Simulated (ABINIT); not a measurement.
Crystal: PbO2.

```
CELL_PARAMETERS angstrom
4.99496 0.00000 0.00000
0.00000 4.99496 0.00000
0.00000 0.00000 3.40900
ATOMIC_POSITIONS crystal
Pb 0.50000 0.50000 0.50000
Pb 0.00000 0.00000 0.00000
O 0.69257 0.69257 0.00000
O 0.80743 0.19257 0.50000
O 0.19257 0.80743 0.50000
O 0.30743 0.30743 0.00000
```

The cell is a database's computed one.

Program: ABINIT 10.8.3 (patched build). Alike in all runs: no spin polarisation; cell as given; k mesh 6 × 6 × 8; cutoff (eV) 626; smearing fermi-dirac 0.05 eV.

Task: Order these runs on this cell by their pressure, lowest first.
A. level PBEsol; potentials or basis JTH PAW PBE v2.0
B. level PBE; potentials or basis JTH PAW PBE v2.0
C. level LDA; potentials or basis JTH PAW LDA v2.0

Result: C (-3.9 GPa), A (1.2 GPa), B (6.2 GPa).

Caveats: the PAW data sets were made with another functional, which shifts forces and pressure a little (some runs).

Not every run made on this cell is shown here.
